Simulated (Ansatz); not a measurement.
Two isomers of C7H8: A = `C1=C[C@H]2C=C[C@@H]1C2`, B = `C1=CC=CCC=C1`.

Isolated molecules relaxed with PBE0-D4/def2-TZVP in Ansatz; ΔE leaves out vibrations. CCSD(T)/CBS is the MP2 limit (def2-TZVPP, def2-QZVPP) plus CCSD(T) − MP2 in def2-TZVPP, frozen cores. DFT in def2-TZVPP. B3LYP here is the variant with VWN-RPA as its local correlation; programs differ in this.

Task: Which isomer does CCSD(T)/CBS put lower? Give the gap. (Best estimate.)

Result: The calculation gave: B, by 54.3 kJ/mol.

Task: Give E(B) − E(A) in kJ/mol with HF/def2-TZVPP, B3LYP, B3LYP-D4, CCSD(T)/def2-SVP, r2SCAN-D4, PBE-D4, PBE0-D4. (Best estimate.)

Result: The calculation gave: HF/def2-TZVPP -81.3, B3LYP -94.6, B3LYP-D4 -92.6, CCSD(T)/def2-SVP -51.4, r2SCAN-D4 -76.7, PBE-D4 -72.5, PBE0-D4 -59.8. None reverses the order clearly.

Task: Does the order hold for the free energy at 298.15 K (harmonic terms from PBE0-D4)? (An estimate is asked.)

Result: Computed: Yes: G(B) − G(A) = -60.7 kJ/mol.

Largest T1 diagnostic: 0.011.

Leaving LDA and LC-ωPBE aside and taking each functional with its dispersion term where it has one, the values, not all of them listed here, spread over 59.2 kJ/mol, from BLYP-D4 to PBE-QIDH. LDA lies +18.3 kJ/mol from PBE without D4. From r2SCAN to r2SCAN0 (25 % exact exchange), in def2-TZVPP and without D4, E(B) − E(A) moves by +11.4 kJ/mol.
